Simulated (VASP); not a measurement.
Here is a VASP 6.6.1 calculation.

Contents of INCAR:

```
PREC = Accurate ; ENCUT = 520
EDIFF = 1E-6 ; ISMEAR = 0
SIGMA = 0.013000000000000001 ; LREAL = False
LASPH = True ; NELM = 100
ALGO = Fast ; ISIF = 2
LWAVE = False ; LCHARG = False
GGA = PE
```

The input KPOINTS:

```
Automatic mesh
0
Gamma
  8 8 2
```

File POSCAR:

```
ZnS
1.0
    3.8120000000      0.0000000000      0.0000000000
   -1.9060000000      3.3012888392      0.0000000000
    0.0000000000      0.0000000000     18.6899900000
Zn S
6 6
Direct
    0.3333333333      0.6666666667      0.8333300000
    0.6666666667      0.3333333333      0.3333300000
    0.6666666667      0.3333333333      0.6666700000
    0.3333333333      0.6666666667      0.1666700000
    0.0000000000      0.0000000000      0.5000000000
    0.0000000000      0.0000000000      0.0000000000
    0.3333333333      0.6666666667      0.9583300000
    0.6666666667      0.3333333333      0.4583300000
    0.6666666667      0.3333333333      0.7916700000
    0.3333333333      0.6666666667      0.2916700000
    0.0000000000      0.0000000000      0.6250000000
    0.0000000000      0.0000000000      0.1250000000
```

Potentials or basis: VASP PAW PBE potentials, release 64 (Zn, S).

Command:

```bash
$ cat potpaw_PBE.64/Zn/POTCAR potpaw_PBE.64/S/POTCAR > POTCAR
$ mpirun -np 1 vasp_std > vasp.out
```

Q: What does it give for the band gap on the k mesh?

A: 2.17 eV, direct.

Q: Predict the largest force.

A: 0.030 eV/Å.

Q: Predict the pressure.

A: 2.4 GPa.

Forces in eV/Å, atoms in the order of the input:
```
Zn   0.000  0.000  0.001
Zn   0.000  0.000  0.001
Zn   0.000  0.000  0.015
Zn   0.000  0.000  0.015
Zn   0.000  0.000 -0.004
Zn   0.000  0.000 -0.004
S    0.000  0.000 -0.030
S    0.000  0.000 -0.030
S    0.000  0.000 -0.007
S    0.000  0.000 -0.007
S    0.000  0.000  0.024
S    0.000  0.000  0.024
```

Caveat: the cell's inner coordinates are idealised or old, which leaves forces on the atoms.

**The experiment to reproduce.**

From a printed reference work, monograph, for a bulk crystal of ZnS at 4 K: band gap 3.911 eV (direct).

A measured gap of ZnS is 3.911 eV (direct; 4 K; a printed reference work, monograph); the calculated 2.17 eV misses it by -1.74 eV. The value is that of PBE on a finite k mesh, which can miss the band edges, without temperature or zero-point motion. Semilocal functionals fall short of measured gaps as a rule.
